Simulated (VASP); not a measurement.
# BaTiO3 (P4mm) in VASP: settings compared, part 2 of 2

VASP 6.6.1.

## (4) Band structure, LDA

This run uses another cell than the first one, of 12.80 Å³/atom, 0.949 times its volume.

The input, INCAR:

```
ALGO = Normal ; EDIFF = 1E-6
ENCUT = 520 ; GGA = CA
ISIF = 2 ; ISMEAR = 0
KPAR = 2 ; LASPH = True
LCHARG = False ; LMAXMIX = 4
LREAL = False ; LWAVE = False
NBANDS = 28 ; NELM = 80
PREC = Accurate ; SIGMA = 0.03
```

The input, KPOINTS:

```
k-points
0
Gamma
  8 8 8
```

The input, POSCAR:

```
BaTiO3                                  
1.0
    3.9671433514      0.0000000000      0.0000000000
    0.0000000000      3.9671433514      0.0000000000
    0.0000000000      0.0000000000      4.0656693611
  Ba              Ti              O             
     1     1     3
Direct
     1.0000000000000000    0.0000000000000000    0.9986018169556405
     0.5000000000000000    0.5000000000000000    0.4819255879355182
     0.5000000000000000    0.5000000000000000    0.0291004766978163
     0.5000000000000000    0.0000000000000000    0.5166860592055121
     1.0000000000000000    0.5000000000000000    0.5166860592055121
```

KPOINTS_OPT is that of step 3.

Potentials or basis: VASP PAW LDA potentials, release 64 (Ba_sv, Ti_sv, O).

Started as:

```sh
$ cat potpaw_LDA.64/Ba_sv/POTCAR potpaw_LDA.64/Ti_sv/POTCAR potpaw_LDA.64/O/POTCAR > POTCAR
$ mpirun -np 2 vasp_std > vasp.out
```

OUTCAR:

```text
EDIFF = 1E-6
   ENCUT = 520
   GGA = CA
   ISIF = 2
   ISMEAR = 0
   LASPH = True
   LREAL = False
   NELM = 80
   PREC = Accurate

 ion  position               nearest neighbor table
   1  0.000  0.000  0.999-   4 2.79   5 2.79   5 2.79   4 2.79   3 2.81   3 2.81   3 2.81   3 2.81
                             4 2.89   5 2.89   5 2.89   4 2.89   2 3.42   2 3.42   2 3.42   2 3.42
   2  0.500  0.500  0.482-   3 1.84   4 1.99   5 1.99   4 1.99   5 1.99   3 2.22   1 3.42   1 3.42
                             1 3.42   1 3.42   1 3.50   1 3.50   1 3.50   1 3.50
   3  0.500  0.500  0.029-   2 1.84   2 2.22   1 2.81   1 2.81   1 2.81   1 2.81
   4  0.500  0.000  0.517-   2 1.99   2 1.99   1 2.79   1 2.79   1 2.89   1 2.89
   5  0.000  0.500  0.517-   2 1.99   2 1.99   1 2.79   1 2.79   1 2.89   1 2.89

  LATTYP: Found a simple tetragonal cell.
 ALAT       =     3.9671433514
 C/A-ratio  =     1.0248355053

  Lattice vectors:

 A1 = (   3.9671433514,   0.0000000000,   0.0000000000)
 A2 = (   0.0000000000,   3.9671433514,   0.0000000000)
 A3 = (   0.0000000000,   0.0000000000,   4.0656693611)

Analysis of symmetry for initial positions (statically):
=====================================================================
[... 177 lines left out ...]

  energy without entropy =      -44.13978882  energy(sigma->0) =      -44.13978882

 E-fermi :   3.9639     XC(G=0): -11.7374

 val. band max:        3.6509701676   @ k =   0.5000   0.5000   0.5000
 cond. band min:       5.3698772730   @ k =   0.0000   0.0000   0.0000
 fundamental gap:      1.7189071054
 Fermi energy:         3.9638943450

 k-point     1 :       0.0000    0.0000    0.0000
  band No.  band energies     occupation
      1     -52.1499      2.00000
      2     -28.8451      2.00000
      3     -28.7688      2.00000
      4     -28.7688      2.00000
      5     -21.1443      2.00000
      6     -13.0438      2.00000
[... 733 lines left out ...]
     27      11.4089      0.00000
     28      12.2777      0.00000

 [... further k-points ...]
[... 5 lines left out ...]
  --------------------------------------------------------------------------------------
  -------------------------------------------------------------------------------------
  Total       -1.7656020     -1.7656020     -1.6973755      0.0000000     -0.0000000      0.0000000
  in kB      -44.2094953    -44.2094953    -42.5011487      0.0000000     -0.0000000      0.0000000
  external PRESSURE =     -43.6400465 kB  Pullay stress =       0.0000000 kB

 VOLUME and BASIS-vectors are now :
 -----------------------------------------------------------------------------
  energy-cutoff  :      520.00
  volume of cell :       63.99
      direct lattice vectors                 reciprocal lattice vectors
     3.967143351  0.000000000  0.000000000     0.252070548  0.000000000  0.000000000
     0.000000000  3.967143351  0.000000000     0.000000000  0.252070548  0.000000000
     0.000000000  0.000000000  4.065669361     0.000000000  0.000000000  0.245961959

 POSITION                                       TOTAL-FORCE (eV/Angst)
 -----------------------------------------------------------------------------------
      0.00000      0.00000      4.05998         0.000000     -0.000000     -0.022240
      1.98357      1.98357      1.95935         0.000000      0.000000     -0.024205
      1.98357      1.98357      0.11831         0.000000     -0.000000      0.067642
      1.98357      0.00000      2.10067         0.000000     -0.000000     -0.010598
      0.00000      1.98357      2.10067        -0.000000     -0.000000     -0.010598
 -----------------------------------------------------------------------------------
    total drift:                                0.000000      0.000000      0.000365

  FREE ENERGIE OF THE ION-ELECTRON SYSTEM (eV)
  ---------------------------------------------------
  free  energy   TOTEN  =       -44.1397888229 eV

  energy  without entropy=      -44.1397888229  energy(sigma->0) =      -44.13978882
```

stdout:

```text
POSCAR found type information on POSCAR BaTiO
 POSCAR found :  3 types and       5 ions
 scaLAPACK will be used
 LDA part: xc-table for (Slater(with rela. corr.)+CA(PZ))
 , standard interpolation
 POSCAR, INCAR and KPOINTS ok, starting setup
 FFT: planning ... GRIDC
 FFT: planning ... GRID_SOFT
 FFT: planning ... GRID
 WAVECAR not read
 entering main loop
 Start KPOINTS_OPT (optional k-point list driver)
k-point batch [1-75\213]
k-point batch [76-150\213]
k-point batch [151-213\213]
```

It took 89 s on 2 MPI ranks of AMD EPYC 9R45 (Zen 5), shared host; peak memory 0.29 GiB.

What came out:

```
Free energy             : -44.1398 eV
Pressure                : -4.4 GPa
Largest force           : 0.068 eV/Å
Band gap on the k mesh  : 1.72 eV, indirect (least direct gap 2.15 eV)
Band gap along the path : 1.72 eV, indirect (least direct gap 2.15 eV)
```

Forces in eV/Å, atoms in the order of the input:
```
Ba   0.000  0.000 -0.022
Ti   0.000  0.000 -0.024
O    0.000  0.000  0.068
O    0.000  0.000 -0.011
O    0.000  0.000 -0.011
```

Levels at the corners of the path, in eV from the valence-band top:
```csv
point,band 16,band 17,band 18,band 19,band 20,band 21,band 22,band 23,band 24,band 25
Γ,-1.47,-1.27,-0.53,-0.43,-0.43,1.72,2.12,2.12,4.15,4.25
X,-2.06,-1.97,-1.77,-1.23,-1.04,2.24,3.53,3.59,4.18,5.90
X,-2.06,-1.97,-1.77,-1.23,-1.04,2.24,3.53,3.59,4.18,5.90
M,-2.97,-1.88,-1.05,-1.05,-0.08,3.62,3.62,3.98,4.58,7.68
M,-2.97,-1.88,-1.05,-1.05,-0.08,3.62,3.62,3.98,4.58,7.68
Γ,-1.47,-1.27,-0.53,-0.43,-0.43,1.72,2.12,2.12,4.15,4.25
Γ,-1.47,-1.27,-0.53,-0.43,-0.43,1.72,2.12,2.12,4.15,4.25
Z,-2.07,-2.07,-2.06,-0.73,-0.73,1.87,3.53,3.53,4.15,6.12
Z,-2.07,-2.07,-2.06,-0.73,-0.73,1.87,3.53,3.53,4.15,6.12
R,-2.80,-1.79,-1.01,-0.98,-0.33,3.55,3.56,3.89,4.98,7.58
R,-2.80,-1.79,-1.01,-0.98,-0.33,3.55,3.56,3.89,4.98,7.58
A,-2.52,-2.52,-0.24,-0.24,0.00,4.17,4.17,4.22,6.34,6.55
A,-2.52,-2.52,-0.24,-0.24,0.00,4.17,4.17,4.22,6.34,6.55
Z,-2.07,-2.07,-2.06,-0.73,-0.73,1.87,3.53,3.53,4.15,6.12
X,-2.06,-1.97,-1.77,-1.23,-1.04,2.24,3.53,3.59,4.18,5.90
R,-2.80,-1.79,-1.01,-0.98,-0.33,3.55,3.56,3.89,4.98,7.58
M,-2.97,-1.88,-1.05,-1.05,-0.08,3.62,3.62,3.98,4.58,7.68
A,-2.52,-2.52,-0.24,-0.24,0.00,4.17,4.17,4.22,6.34,6.55
```

Caveat: spin-orbit coupling is left out, which moves the levels of the heavy elements.

## (5) Band structure, r2SCAN

This run uses another cell than the first one, of 12.80 Å³/atom, 0.949 times its volume.

The input, INCAR:

```
ALGO = Normal ; EDIFF = 1E-6
ENCUT = 520 ; ISIF = 2
ISMEAR = 0 ; KPAR = 2
LASPH = True ; LCHARG = False
LMAXMIX = 4 ; LMIXTAU = True
LREAL = False ; LWAVE = False
METAGGA = R2SCAN ; NBANDS = 28
NELM = 80 ; PREC = Accurate
SIGMA = 0.03
```

KPOINTS is that of step 4.

POSCAR is that of step 4.

KPOINTS_OPT is that of step 4.

Potentials or basis: VASP PAW PBE potentials, release 64 (Ba_sv, Ti_sv, O).

Started as:

```sh
$ cat potpaw_PBE.64/Ba_sv/POTCAR potpaw_PBE.64/Ti_sv/POTCAR potpaw_PBE.64/O/POTCAR > POTCAR
$ mpirun -np 2 vasp_std > vasp.out
```

OUTCAR:

```text
EDIFF = 1E-6
   ENCUT = 520
   ISIF = 2
   ISMEAR = 0
   LASPH = True
   LREAL = False
   METAGGA = R2SCAN
   NELM = 80
   PREC = Accurate

 ion  position               nearest neighbor table
   1  0.000  0.000  0.999-   4 2.79   5 2.79   5 2.79   4 2.79   3 2.81   3 2.81   3 2.81   3 2.81
                             4 2.89   5 2.89   5 2.89   4 2.89   2 3.42   2 3.42   2 3.42   2 3.42
   2  0.500  0.500  0.482-   3 1.84   4 1.99   5 1.99   4 1.99   5 1.99   3 2.22   1 3.42   1 3.42
                             1 3.42   1 3.42   1 3.50   1 3.50   1 3.50   1 3.50
[... 954 lines left out ...]
  -------------------------------------------------------------------------------------
  Total        1.4130200      1.4130200      1.3657365      0.0000000      0.0000000      0.0000000
  in kB       35.3810763     35.3810763     34.1971307      0.0000000      0.0000000      0.0000000
  external PRESSURE =      34.9864278 kB  Pullay stress =       0.0000000 kB

 VOLUME and BASIS-vectors are now :
 -----------------------------------------------------------------------------
  energy-cutoff  :      520.00
  volume of cell :       63.99
      direct lattice vectors                 reciprocal lattice vectors
     3.967143351  0.000000000  0.000000000     0.252070548  0.000000000  0.000000000
     0.000000000  3.967143351  0.000000000     0.000000000  0.252070548  0.000000000
     0.000000000  0.000000000  4.065669361     0.000000000  0.000000000  0.245961959

 POSITION                                       TOTAL-FORCE (eV/Angst)
 -----------------------------------------------------------------------------------
      0.00000      0.00000      4.05998         0.000000      0.000000      0.021364
      1.98357      1.98357      1.95935         0.000000     -0.000000      0.090606
      1.98357      1.98357      0.11831         0.000000      0.000000     -0.058853
      1.98357      0.00000      2.10067        -0.000000      0.000000     -0.026558
      0.00000      1.98357      2.10067        -0.000000      0.000000     -0.026558
 -----------------------------------------------------------------------------------
    total drift:                                0.000000      0.000000     -0.005146

  FREE ENERGIE OF THE ION-ELECTRON SYSTEM (eV)
  ---------------------------------------------------
  free  energy   TOTEN  =       -74.2481116722 eV

  energy  without entropy=      -74.2481116722  energy(sigma->0) =      -74.24811167
```

It took 5.6 min on 2 MPI ranks of AMD EPYC 9R45 (Zen 5), shared host; peak memory 0.29 GiB.

Results:

```
Free energy             : -74.2481 eV
Pressure                : 3.5 GPa
Largest force           : 0.091 eV/Å
Band gap on the k mesh  : 2.21 eV, indirect (least direct gap 2.65 eV)
Band gap along the path : 2.21 eV, indirect (least direct gap 2.64 eV)
```

Forces in eV/Å, atoms in the order of the input:
```
Ba   0.000  0.000  0.021
Ti   0.000  0.000  0.091
O    0.000  0.000 -0.059
O    0.000  0.000 -0.027
O    0.000  0.000 -0.027
```

Levels at the corners of the path, in eV from the valence-band top:
| point | band 17 | band 18 | band 19 | band 20 | band 21 | band 22 | band 23 | band 24 |
| --- | --- | --- | --- | --- | --- | --- | --- | --- |
| Γ | -1.28 | -0.56 | -0.43 | -0.43 | 2.21 | 2.58 | 2.58 | 4.40 |
| X | -1.93 | -1.74 | -1.25 | -1.09 | 2.70 | 3.94 | 4.00 | 4.46 |
| X | -1.93 | -1.74 | -1.25 | -1.09 | 2.70 | 3.94 | 4.00 | 4.46 |
| M | -1.94 | -1.07 | -1.07 | -0.08 | 4.03 | 4.03 | 4.43 | 4.94 |
| M | -1.94 | -1.07 | -1.07 | -0.08 | 4.03 | 4.03 | 4.43 | 4.94 |
| Γ | -1.28 | -0.56 | -0.43 | -0.43 | 2.21 | 2.58 | 2.58 | 4.40 |
| Γ | -1.28 | -0.56 | -0.43 | -0.43 | 2.21 | 2.58 | 2.58 | 4.40 |
| Z | -2.04 | -2.03 | -0.76 | -0.76 | 2.36 | 3.94 | 3.94 | 4.40 |
| Z | -2.04 | -2.03 | -0.76 | -0.76 | 2.36 | 3.94 | 3.94 | 4.40 |
| R | -1.84 | -1.04 | -0.99 | -0.33 | 3.95 | 3.97 | 4.33 | 5.30 |
| R | -1.84 | -1.04 | -0.99 | -0.33 | 3.95 | 3.97 | 4.33 | 5.30 |
| A | -2.54 | -0.25 | -0.25 | 0.00 | 4.58 | 4.58 | 4.64 | 7.03 |
| A | -2.54 | -0.25 | -0.25 | 0.00 | 4.58 | 4.58 | 4.64 | 7.03 |
| Z | -2.04 | -2.03 | -0.76 | -0.76 | 2.36 | 3.94 | 3.94 | 4.40 |
| X | -1.93 | -1.74 | -1.25 | -1.09 | 2.70 | 3.94 | 4.00 | 4.46 |
| R | -1.84 | -1.04 | -0.99 | -0.33 | 3.95 | 3.97 | 4.33 | 5.30 |
| M | -1.94 | -1.07 | -1.07 | -0.08 | 4.03 | 4.03 | 4.43 | 4.94 |
| A | -2.54 | -0.25 | -0.25 | 0.00 | 4.58 | 4.58 | 4.64 | 7.03 |

Caveat: the PAW data sets were made with another functional, which shifts forces and pressure a little; spin-orbit coupling is left out, which moves the levels of the heavy elements. r2SCAN opens gaps a little over a GGA but as a rule still falls short of measured ones.

## (6) The runs side by side

```tsv
task	level	potentials or basis	cell	k mesh	cutoff (eV)	monkhorst-Pack mesh	ions in elastic constants	gap on the mesh (eV)	pressure (GPa)	largest force (eV/Å)
elastic constants	PBE	VASP PAW PBE potentials, release 64 (Ba_sv, Ti_sv, O)	P4mm, 13.48 Å³/atom	10 × 10 × 10	600	yes	relaxed	-	-	-
band structure	PBE	VASP PAW PBE potentials, release 64 (Ba_sv, Ti_sv, O)	P4mm, 12.8 Å³/atom	8 × 8 × 8	520	-	-	1.81	6.4	0.09
band structure	LDA	VASP PAW LDA potentials, release 64 (Ba_sv, Ti_sv, O)	P4mm, 12.8 Å³/atom	8 × 8 × 8	520	-	-	1.72	-4.4	0.07
band structure	r2SCAN	VASP PAW PBE potentials, release 64 (Ba_sv, Ti_sv, O)	P4mm, 12.8 Å³/atom	8 × 8 × 8	520	-	-	2.21	3.5	0.09
```

Alike in all rows: no spin polarisation; smearing gaussian 0.03 eV.

Caveats: spin-orbit coupling is left out, which moves the levels of the heavy elements (some runs); some modes are imaginary (some runs); the PAW data sets were made with another functional, which shifts forces and pressure a little (some runs).

Absolute energies hang on the potentials; compare differences alone.
